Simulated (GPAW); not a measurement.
Here is a GPAW 26.7.0 calculation.

The input run.py:

```python
from ase.dft.bandgap import bandgap
from ase.io import read, write
from ase.units import GPa
from gpaw import GPAW, PW, setup_paths

setup_paths.insert(0, '.')

atoms = read('POSCAR')

calc = GPAW(mode=PW(600),
            xc='PBEsol',
            kpts={'size': (11, 11, 11), 'gamma': True},
            occupations={'name': 'fermi-dirac', 'width': 0.05},
            nbands=15,
            convergence={'density': 1e-05, 'energy': 1e-05},
            maxiter=150,
            txt='gpaw.txt')
atoms.calc = calc
energy = atoms.get_potential_energy()
forces = atoms.get_forces()
stress = atoms.get_stress()
calc.write('gs.gpw')
write('result.traj', atoms)
print(f'Energy: {energy:.6f} eV')
print('Forces (eV/A):')
print(forces.round(4))
print('Stress (GPa):', (stress / GPa).round(3))
print('Fermi level:', round(calc.get_fermi_level(), 4), 'eV')
print(f'Gap: {bandgap(calc)[0]:.4f} eV, direct: {bandgap(calc, direct=True)[0]:.4f} eV')

path = atoms.cell.bandpath('GHNGPH,PN', npoints=100, eps=1e-4)
bs_calc = calc.fixed_density(kpts=path, symmetry='off', nbands=23,
                             convergence={'bands': 'CBM+6.0', 'eigenstates': 1e-6}, txt='bands.txt')
bs = bs_calc.band_structure()
bs.write('bs.json')
print(f'Gap on the path: {bandgap(bs_calc)[0]:.4f} eV')
```

The input POSCAR:

```
Ta
1.0
   -1.6512800000      1.6512800000      1.6512800000
    1.6512800000     -1.6512800000      1.6512800000
    1.6512800000      1.6512800000     -1.6512800000
Ta
1
Direct
    0.0000000000      0.0000000000      0.0000000000
```

Potentials or basis: PAW data sets generated in the run's folder for this functional, pw.

Command:

```bash
$ gpaw-setup -f PBEsol Ta
$ OMP_NUM_THREADS=1 python run.py
```

Problem. Predict the pressure.

Solution. -4.0 GPa.

Problem. Estimate the band gap along the path.

Solution. None (metal or under the smearing width).

Levels at the corners of the path, in eV from the Fermi level:
```
point  band 3  band 4  band 5  band 6  band 7  band 8  band 9  band 10
    Γ  -33.06  -33.06   -7.87    0.73    0.73    0.73    3.97     3.97
    H  -33.88  -33.88   -3.79   -3.79    6.82    6.82    6.82     8.63
    N  -33.44  -33.07   -4.35   -1.53    1.61    3.86    4.87     7.78
    Γ  -33.06  -33.06   -7.87    0.73    0.73    0.73    3.97     3.97
    P  -33.65  -33.65   -1.21   -1.21   -1.21    5.04    5.04     7.09
    H  -33.88  -33.88   -3.79   -3.79    6.82    6.82    6.82     8.63
    P  -33.65  -33.65   -1.21   -1.21   -1.21    5.04    5.04     7.09
    N  -33.44  -33.07   -4.35   -1.53    1.61    3.86    4.87     7.78
```

Caveat: spin-orbit coupling is left out, which moves the levels of the heavy elements.
